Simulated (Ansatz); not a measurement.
The system is P.

```
P
1.0
     1.64774   -5.46504    0.00000
     1.64774    5.46504    0.00000
     0.00000    0.00000    4.54364
P
4
Direct
  0.90414 0.09586 0.58882
  0.09586 0.90414 0.41118
  0.59586 0.40414 0.08882
  0.40414 0.59586 0.91118
```

```yaml
Program: Ansatz 0.2.0
Task: relaxation of cell and atoms
Functional: RPBE
Potentials_or_basis: Ansatz PAW
Cutoff: "420 eV (not typed: the program's choice for these potentials)"
k_mesh: 8 × 8 × 6
Occupations: fermi-dirac, width 0.05 eV
Spin: no spin polarisation
```

At the start: volume 20.46 Å³/atom.

How do energy, volume and symmetry change on relaxing?

It ends after 18 steps and the volume is 28.72 Å³/atom (+40.4 %); space group Cmce (No. 64, to 0.05 Å).

The path:
```csv
step,energy change (eV),largest force (eV/Å),volume (Å³)
1,0.0000,0.3605,81.83
2,-0.0757,0.1959,88.75
3,-0.1042,0.1620,94.02
4,-0.1158,0.0763,98.53
5,-0.1178,0.0165,99.02
6,-0.1179,0.0069,99.33
7,-0.1179,0.0002,99.28
8,-0.1359,0.0041,99.28
9,-0.1472,0.0057,103.92
10,-0.1514,0.0053,107.73
11,-0.1516,0.0014,108.55
12,-0.1516,0.0019,109.33
13,-0.1557,0.0002,109.33
14,-0.1572,0.0064,111.72
15,-0.1577,0.0163,114.53
16,-0.1577,0.0067,114.69
17,-0.1577,0.0011,114.87
18,-0.1586,0.0010,114.87
```

Final structure:
```
P
1.0
     1.66076   -7.26633    0.00000
     1.66076    7.26633    0.00000
     0.00000    0.00000    4.75943
P
4
Direct
  0.92779 0.07221 0.59295
  0.07221 0.92779 0.40705
  0.57221 0.42779 0.09295
  0.42779 0.57221 0.90705
```

Caveat: the volume moved by over 15 % at a fixed basis, so the end points are rough; the plane-wave basis is chosen anew once the cell has moved, so the energies of steps on either side of that aren't comparable; the PAW data sets come from PBE, with cores solved anew for the run's functional, which leaves a small shift of forces and pressure.
